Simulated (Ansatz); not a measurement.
**Ideal shear of a crystal plane in C**

Computed with Ansatz 0.2.0, DFT r2SCAN, scalar-relativistic, plane waves, PAW. Settings: plane waves to 500 eV, k-mesh 10×10×3 (Γ-centred), Gaussian smearing 0.05 eV. No spin polarisation. Energies are free energies at this smearing, counted from the undisturbed cell; pressure is positive in compression.

The starting cell (relaxed at this level):

```
CELL_PARAMETERS angstrom
-2.51134 0.00000 0.00000
-1.25567 -2.17488 0.00000
1.25567 0.72496 10.33600
ATOMIC_POSITIONS crystal
C 0.02482 0.02482 0.87415
C 0.97518 0.97518 0.72525
C 0.10870 0.10870 0.12579
C 0.89130 0.89130 0.47361
C 0.15837 0.15837 0.27481
C 0.84163 0.84163 0.32459
C 0.37485 0.37485 0.92426
C 0.62515 0.62515 0.67514
C 0.42533 0.42533 0.07570
C 0.57467 0.57467 0.52370
```

The cut lies on the cell's a–b face, a (0 0 1) plane (indices in the standard cell, whose axes needn't be the Cartesian ones shown) of area 5.46 Å², between layers 1.57 Å apart. Vector c is tilted by f times 1·a + 1·b (length 4.350 Å) with the atoms' Cartesian places fixed: one unrelaxed fault a cell. The traction is dγ/du, the slope of γ against the slip u in Å.

```
     f  γ (mJ/m²) traction (GPa)
0.0000          0             0.0
0.0833       1514            83.2
0.1667       5868           150.9
0.2500      11675           150.6
0.3333      14508             0.0
0.4167      13581           -32.4
0.5000      12966            -0.8
0.5833      13539            31.7
0.6667      14454             0.0
0.7500      11658          -150.1
0.8333       5865          -150.8
0.9167       1514           -83.2
```

Problem. Read off the first barrier and the stress needed to climb it, and compare with Frenkel's sinusoid.

Solution. The first sampled maximum lies at f = 0.333, a slip of 1.45 Å, with γ ≈ 14508 mJ/m², which stands in for the unstable fault energy γ_us, and the steepest sampled slope before it is 150.9 GPa. A sinusoid γ = γ_us sin²(πu/λ) with its maximum there has λ = 2.90 Å and a largest slope πγ_us/λ = 157.2 GPa (1 mJ/m² per Å = 0.01 GPa). The stand-in is too high: a rotation axis of order three or more passes through this point, so the curvature is the same in every direction of the plane and the point is a peak of the γ-surface, which slip goes round.

Problem. Is there a metastable fault on this line?

Solution. The samples dip to a local minimum of 12966 mJ/m² at f = 0.500. It lies off the rotation axes, between two maxima that lie on them, so it is most likely the pass between two peaks of the γ-surface: a saddle for slip across the line, a better estimate of γ_us, and no metastable fault.

The cut is rigid; relaxing the faces lowers these energies and usually the stresses.

The gap closes along the scan, which can put kinks into the curve.

Cost: 12 runs of about 5.5 core-minutes in all, on Intel Xeon Platinum 8375C (Ice Lake) (shared hosts).